How far must the tip of a scanning tunnelling microscope rise and fall as it crosses a single sheet of ZrS₂ at constant current? Two sizes are worth remembering. Each ångström of extra height cuts the electron density that the tip feels by roughly ten to twenty times. A place that looks ten times brighter than another at fixed height therefore makes the tip rise by about 0.8 to 1 Å.

Ansatz 0.2.0, PBE+D3(BJ) with plane waves and PAW, for a single relaxed ZrS₂ sheet; cutoff 420 eV, k mesh 33 × 33 × 1, Gaussian smearing 0.05 eV. Tersoff-Hamann images, with the sample bias counted from mid-gap. Bright over dark and corrugation are for 3 Å above the top sulfur nuclei, the corrugation at constant current with that plane's mean density as set point.

```csv
bias (V),bright over dark,corrugation (Å),brightest over,apparent barrier at 4 angstrom (eV)
-2.550,4.617,0.549,S,8.056
-1.750,4.536,0.579,S,7.736
-1.150,3.242,0.451,S,7.240
0.800,10.258,0.794,S,7.785
1.150,5.564,0.668,S,6.653
1.750,4.962,0.668,S,6.026
2.350,2.778,0.486,S,4.527
```

The rule behind these sizes needs two columns. Let $R$ be "bright over dark", the density ratio between the brightest and the darkest point at one height (in the table, 3 Å above the nuclei of the top sulfur layer), and let $\phi$ be the apparent barrier in eV. Outside the sheet the density falls roughly as $e^{-\lambda z}$ with height $z$, and a barrier $\phi$ corresponds to $\lambda = 2\sqrt{2m\phi}/\hbar$, where $m$ is the electron mass. The tip keeps the density constant, so between the dark and the bright point it must climb until the extra decay has used up the factor $R$. That means $e^{-\lambda h} = 1/R$, and the corrugation $h$ follows:

$$h \approx \frac{\ln R}{\lambda}, \qquad \lambda \approx 1.025\,\sqrt{\phi}\ \text{per Å}.$$

Air at uniform temperature behaves in the same way. Its pressure falls exponentially with altitude, so a surface of constant pressure lies higher where the pressure at ground level is higher, by an amount that grows with the logarithm of the pressure ratio. The analogy holds as long as one decay rate serves every place. Over ZrS₂ this is only roughly true, which is one source of the rule's errors.

**Filled states, −2.55 to −1.15 V.** At negative bias the image is made of filled states. The row at −1.75 V shows the whole estimate:

$$\ln 4.536 = 1.512, \qquad \lambda = 1.025\sqrt{7.736} = 2.85\ \text{per Å}, \qquad h \approx 1.512/2.85 = 0.53\ \text{Å}.$$

The computed corrugation is 0.579 Å, so the estimate is 8 % low. This is the rule's worst row at 3 Å. No row served to adjust the rule, because its only constant comes from the electron mass and $\hbar$.

The estimate is low in all three filled-state rows, and the fading of the contrast with height suggests why. Between 3 and 4 Å the density over the bright sulfur falls faster than over the dark zirconium. The average decay is governed mostly by the bright places, where most of the density is. Over zirconium, where the density changes more slowly, the tip must then sink further than that average implies. The faster decay over sulfur works the other way, so the argument makes the direction of the error plausible but doesn't prove it, and the size has not been worked out separately.

**The first empty states, 0.8 V.** This row has nearly the same barrier as the one at −1.75 V, yet its corrugation is 0.79 Å against 0.58 Å. The rule puts the difference down to contrast, which is about 10 here and 4.5 there. It overestimates this row by 3 %, although here too the bright place decays faster, so the explanation given for the filled states is incomplete.

The contrast at 0.8 V is also unusually durable. Raising the tip from 3 to 5 Å leaves 61 % of the corrugation, against 27 % at −2.55 V. Theory offers a reason: the lowest empty states of ZrS₂ are known to lie near the M point, at the edge of the Brillouin zone. Such a state contains waves running in opposite directions along the sheet that decay almost equally fast, so their interference pattern survives far out. The calculation's output doesn't list the states by their momentum, so this origin is argued and not shown.

Momentum along the sheet also speeds up the decay, which is one reason why an apparent barrier is not a work function. The energy of the imaged states is another, but at positive bias it works the other way, because these states lie nearer to the vacuum level than zero bias does. At 0.8 V the barrier is nevertheless 7.8 eV, while the vacuum level lies only 5.85 eV above zero bias. Putting this lower energy into the rule makes the estimate 18 % too high. It will do for a first guess when no barrier is known, but its typical error over the table is about 11 %, against 5 % with the apparent barrier.

**Further into the empty states, 1.15 and 1.75 V.** The contrast falls between these rows, but the corrugation stays at 0.668 Å. The rule shows two changes that nearly cancel. The logarithm of the contrast drops by 7 %, which would flatten the image, while the decay rate drops by 5 %, which makes the tip travel further for the same contrast. The small decrease that the rule still predicts is well within its error.

**The widest window of empty states, 2.35 V.** Each image adds up all states between zero bias and the stated bias. The mean density at the tip height of the table is more than twice that at 1.75 V, so the newly added states supply more than half of it. They reach further out, which lowers the barrier by 1.5 eV. Their smaller distance from the vacuum level explains only part of this, since the window has grown by just 0.6 eV. The rest is expected to come from states with less momentum along the sheet. The second worked estimate shows the result:

$$\ln 2.778 = 1.022, \qquad \lambda = 1.025\sqrt{4.527} = 2.18\ \text{per Å}, \qquad h \approx 1.022/2.18 = 0.47\ \text{Å}.$$

The computed value is 0.486 Å, so the estimate is 4 % low. The slow decay alone would have made the corrugation large, but the weak contrast outweighs it.

**Where the rule can be used.** With the contrast taken afresh at 4 and 5 Å, the rule stays within 6 % of the computed corrugation in every row, as the printed analysis shows. The contrast must belong to the height in question. At −2.55 V the value for 3 Å would give 0.53 Å also at 5 Å, where the computed corrugation is only 0.15 Å. Distances below 3 Å were not tested.

The rule gives the size of the corrugation, not the place of the bright spot. Sulfur is brightest in every row of the table, but the same calculation also gave an image at −0.8 V in which the point above the top sulfur is the darkest. At 3 Å the rule is only about 5 % low there, with 0.60 Å against 0.63 Å. Higher up it does worse on this image: with the same barrier and the contrast of each height, it is 11 % low at 4 Å and 15 % low at 5 Å.

In the laboratory, $R$ would be a ratio of currents at fixed height and $\phi$ would come from the fall of the current as the tip retracts. An error of 10 % in the barrier shifts the estimate by 5 %, and one of 10 % in the contrast shifts it by about 0.04 Å. All three quantities come from the same computed density, so the agreement found here shows only that one mean decay rate is enough to estimate the corrugation, even though the density decays at different rates over sulfur and over zirconium. It does not test the idealised tip or the neglected bending of the bands by its field. The bias scale needs care as well: PBE makes band gaps too small, so 0.8 V may fall inside the real gap, and doping shifts the onsets of a real sample.

Numerical output:

```
Rule at 3 angstrom:
    row  ln contrast  decay per A  estimate A  computed A  miss %  work function estimate A  its miss %
  -2.55         1.53        2.908       0.526       0.549  -4.188                    0.6173       12.44
  -1.75        1.512         2.85      0.5306       0.579  -8.365                    0.6101       5.378
  -1.15        1.176        2.757      0.4266       0.451  -5.406                    0.4746       5.236
    0.8        2.328        2.859      0.8143       0.794   2.559                    0.9394       18.31
   1.15        1.716        2.643      0.6494       0.668  -2.783                    0.6926       3.678
   1.75        1.602        2.515      0.6368       0.668  -4.665                    0.6464       -3.24
   2.35        1.022         2.18      0.4687       0.486  -3.567                    0.4123      -15.17
Same rule higher up:
    row  computed 4 A  miss % at 4 A  computed 5 A  miss % at 5 A  corrugation left from 3 to 5 A  bright minus dark decay per A
  -2.55        0.2856        -0.3015        0.1473        -0.7269                          0.2683                         0.7018
  -1.75        0.2753        -0.6687        0.1371        -0.0597                          0.2368                         0.7326
  -1.15        0.2002           1.43       0.09409          2.147                          0.2086                         0.6164
    0.8        0.6609         -5.467        0.4813         -5.821                          0.6062                         0.5418
   1.15        0.4173         -4.201        0.2441          -3.54                          0.3654                         0.6598
   1.75        0.3722          -3.68        0.1975         -3.182                          0.2957                         0.7002
   2.35        0.2004        -0.4183        0.0808         -1.726                          0.1663                         0.5867
Decay rate per angstrom for a barrier of 1 eV: 1.025
Decay rate per angstrom from the work function: 2.478
Rms miss of the rule at 3 angstrom in %: 4.863
Rms miss with the work function in %: 10.69
Largest miss when the mean corrugation is guessed for every row in %: 32.88
Omitted image at -0.8 V, estimate in angstrom: 0.597
Omitted image at -0.8 V, computed corrugation in angstrom: 0.6307
Omitted image at -0.8 V, miss in %: -5.347
Change of ln contrast from 1.15 to 1.75 V in %: -6.672
Change of decay rate from 1.15 to 1.75 V in %: -4.829
Change of estimate for a barrier 10 % higher in %: -4.654
Change of estimate for a contrast 10 % higher in angstrom, mean of rows: 0.03597
```
